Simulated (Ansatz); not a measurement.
**A vibration from a frozen displacement in HgTe**

Method: DFT PBEsol, scalar-relativistic, plane waves, PAW (Ansatz 0.2.0). Settings: plane waves to 420 eV, k-mesh 14×14×14 (Γ-centred), Gaussian smearing 0.15 eV. Spin–orbit coupling is left out, which matters for the heavy elements here. No spin polarisation. Energies are free energies at this smearing, counted from the undisturbed cell; pressure is positive in compression.

Reference structure (as given, not relaxed at this level; it stands at -3.6 GPa; this rock-salt form isn't the usual structure):

```xyz
2
Lattice="0.0000 3.0771 3.0771 3.0771 0.0000 3.0771 3.0771 3.0771 0.0000" Properties=species:S:1:pos:R:3 pbc="T T T"
Hg    0.0000    0.0000    0.0000
Te    3.0771    3.0771    3.0771
```

Every Te atom is moved by x along the Cartesian unit vector (0.000, 0.000, -1.000); the cell and all other atoms stay fixed. The cell's volume is 58.27 Å³; the moved atoms weigh 127.600 u together and the others 200.592 u.

```csv
x (Å),ΔE (meV/cell),total force on the moved atoms along the move (eV/Å),pressure (GPa)
-0.1000,6.81,0.1398,-3.4096
-0.0500,1.67,0.0672,-3.5240
0.0000,0.00,0.0000,-3.5618
0.0750,3.79,-0.1025,-3.4765
```

**Question.** What frequency belongs to this motion?

**Answer.** The force constant is k = −dF/dx = 1.353 eV/Å², from the parabola through x = -0.0500, 0 and 0.0750. In every cell the moved atoms swing against the rest, so the mass is μ = m₁m₂/(m₁ + m₂) = 77.990 u, and ν̃ = 521.5 cm⁻¹ × √(|k|/μ) = 69 cm⁻¹, at this cell's pressure of -3.6 GPa. To first order in x, and within 1 %, the force on every atom lies along the move and, within each of the two groups, in proportion to the atom's mass, so this is itself a mode at the zone centre of this cell.

**Question.** How far does the harmonic law reach?

**Answer.** At x = -0.100 Å, kx²/2 = 6.77 meV against the computed 6.81 meV (+0.7 %): the well is still close to harmonic there.

In a metal these slopes depend on the k mesh and the smearing.